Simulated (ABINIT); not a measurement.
# CuO (Tenorite) (C2/c) in ABINIT: notebook, part 2 of 2

ABINIT 10.8.3 (patched build).

## Step 5: Single point, PBE

run.abi

```
# Pseudopotentials
pp_dirpath "./"
pseudos "Cu.GGA_PBE-JTH.xml, O.GGA_PBE-JTH.xml"

# Structure
acell 3*1.0
rprim
     4.4254551250    -3.2338883171     0.0000000000
     4.4254551250     3.2338883171     0.0000000000
    -1.6063190351     0.0000000000     9.5579879301
ntypat 2
znucl 29 8
natom 4
typat 1 1 2 2
xred
     0.5000000000     0.0000000000     0.5000000000
     0.0000000000     0.5000000000     0.0000000000
     0.4184000000     0.5816000000     0.7500000000
     0.5816000000     0.4184000000     0.2500000000
chkprim 0
chksymtnons 0
tolsym 1.0e-6

# Plane-wave basis
ecut 26.0
pawecutdg 48.0
pawxcdev 0

# k points
kptopt 1
ngkpt 8 8 4
nshiftk 1
shiftk 0.0 0.0 0.0

# Exchange and correlation
ixc 11

# Bands and occupations
nband 30
occopt 3
tsmear 0.05 eV

# SCF cycle
nstep 100
tolvrs 1.0e-9

# Output
iomode 3
prtwf 0
prteig 0
prtebands 0
prtden 1
prtvha 1
prtvclmb 1
prtpot 1
```

Potentials or basis: JTH PAW PBE v2.0.

Launch:

```sh
abinit run.abi > log 2>&1
```

run.abo:

```text
.Version 10.8.3 of ABINIT
 Symmetries : space group C2/c (# 15); Bravais mC (1-face-center monocl.)
================================================================================
 Values of the parameters that define the memory need of the present run
     intxc =       0    ionmov =       0      iscf =      17    lmnmax =      18
     lnmax =       6     mgfft =      48  mpssoang =       3    mqgrid =    3001
     natom =       4  nloc_mem =       2    nspden =       1   nspinor =       1
    nsppol =       1      nsym =       4    n1xccc =       1    ntypat =       2
    occopt =       3   xclevel =       2
       mpw =        1746          nfft =       34992          nkpt =          78
 PAW method is used; the additional fine FFT grid is defined by:
   mgfftf=        64    nfftf =     82944
================================================================================
================================================================================

--------------------------------------------------------------------------------
------------- Echo of variables that govern the present computation ------------
--------------------------------------------------------------------------------
 -outvars: echo values of preprocessed input variables --------
            acell      1.0000000000E+00  1.0000000000E+00  1.0000000000E+00 Bohr
              amu      6.35460000E+01  1.59994000E+01
          chkprim           0
      chksymtnons           0
             ecut      2.60000000E+01 Hartree
                       outvar_i_n : Printing only first  50 k-points.
              ixc          11
[... 263 lines left out ...]
Total energy DC (eV): -9.41628098150377E+04
...

 Cartesian components of stress tensor (hartree/bohr^3)
  sigma(1 1)= -1.81824632E-04  sigma(3 2)=  0.00000000E+00
  sigma(2 2)= -2.27722468E-04  sigma(3 1)=  3.70594904E-05
  sigma(3 3)= -1.56551831E-04  sigma(2 1)=  0.00000000E+00

-Cartesian components of stress tensor (GPa)         [Pressure=  5.5517E+00 GPa]
- sigma(1 1)= -5.34946536E+00  sigma(3 2)=  0.00000000E+00
- sigma(2 2)= -6.69982633E+00  sigma(3 1)=  1.09032785E+00
- sigma(3 3)= -4.60591388E+00  sigma(2 1)=  0.00000000E+00

== END DATASET(S) ==============================================================
================================================================================

 -outvars: echo values of variables after computation  --------
            acell      1.0000000000E+00  1.0000000000E+00  1.0000000000E+00 Bohr
           etotal     -4.2814884088E+02
            fcart     -0.0000000000E+00 -0.0000000000E+00 -0.0000000000E+00
                      -0.0000000000E+00 -0.0000000000E+00 -0.0000000000E+00
                       3.1525123808E-19 -5.1756634508E-03  8.2556990878E-20
                      -3.1525123808E-19  5.1756634508E-03 -8.2556990878E-20
            rprim      4.4254551250E+00 -3.2338883171E+00  0.0000000000E+00
                       4.4254551250E+00  3.2338883171E+00  0.0000000000E+00
                      -1.6063190351E+00  0.0000000000E+00  9.5579879301E+00
           strten     -1.8182463205E-04 -2.2772246846E-04 -1.5655183074E-04
                       0.0000000000E+00  3.7059490446E-05  0.0000000000E+00
           xangst      7.4591128610E-01 -8.5564999943E-01  2.5289346956E+00
                       1.1709249992E+00  8.5564999943E-01  0.0000000000E+00
                       1.7043294288E+00  2.7928415981E-01  3.7934020434E+00
                       2.1293431419E+00 -2.7928415981E-01  1.2644673478E+00
             xred      5.0000000000E-01 -1.0728731168E-17  5.0000000000E-01
                      -7.0879119052E-18  5.0000000000E-01  0.0000000000E+00
                       4.1840000000E-01  5.8160000000E-01  7.5000000000E-01
                       5.8160000000E-01  4.1840000000E-01  2.5000000000E-01
 Calculation completed.
```

It took 3.5 min on 1 thread of Arm Neoverse V1, shared host; peak memory 0.22 GiB.

What came out:

| Property | Result |
| --- | --- |
| Free energy | -11650.5235 eV |
| Pressure | 5.6 GPa |
| Largest force | 0.266 eV/Å |
| Band gap on the k mesh | none (metal or under the smearing width) |
| Valence electrons inside the program's atomic spheres | Cu 17.31; O 4.51 |

Forces in eV/Å, atoms in the order of the input:
```
Cu   0.000  0.000  0.000
Cu   0.000  0.000  0.000
O    0.000 -0.266  0.000
O    0.000  0.266  0.000
```

Levels at points of the mesh, in eV from the Fermi level:
```
           k point  band 22  band 23  band 24  band 25  band 26  band 27  band 28  band 29
(0.00, 0.00, 0.00)    -2.23    -2.17    -1.67     0.19     0.93     1.68     5.97     8.12
(0.50, 0.00, 0.00)    -1.62    -1.53    -1.42    -0.01     0.24     4.80     6.25     6.91
(0.50, 0.50, 0.00)    -2.14    -1.67    -1.23    -0.67     1.06     3.27     7.04     8.44
(0.00, 0.00, 0.50)    -2.24    -1.54    -1.54     0.23     0.23     3.89     3.89    11.64
(0.50, 0.00, 0.50)    -2.16    -1.74    -1.62    -0.10     0.73     5.05     6.49     8.00
(0.50, 0.50, 0.50)    -1.67    -1.32    -1.32    -0.43    -0.43     5.15     5.15     8.97
```

Caveat: the run has no spin polarisation, though such a crystal can be magnetic; semilocal functionals often make such compounds metallic where correlation or magnetic order opens a gap, which also shifts bond lengths. With open d or f shells a metallic result of PBE can be an artefact of self-interaction; +U or a hybrid may open a gap.

## Step 6: Summary

```tsv
potentials or basis	cutoff (eV)	fine-grid cutoff	gap on the mesh (eV)	pressure (GPa)	largest force (eV/Å)
SG15 NC PBE v1.2	1143	-	none	5.8	0.26
Ansatz NC PBE	1252	-	none	5.7	0.27
SPMS NC PBE v1.0	1088	-	none	6.0	0.28
JTH PAW PBE v2.0	707	1306.15 eV	none	5.6	0.27
```

Alike in all rows: task single point; level PBE; no spin polarisation; cell as given; k mesh 8 × 8 × 4; smearing fermi-dirac 0.05 eV.

Caveats: the run has no spin polarisation, though such a crystal can be magnetic; semilocal functionals often make such compounds metallic where correlation or magnetic order opens a gap, which also shifts bond lengths.

Absolute energies hang on the potentials; compare differences alone.
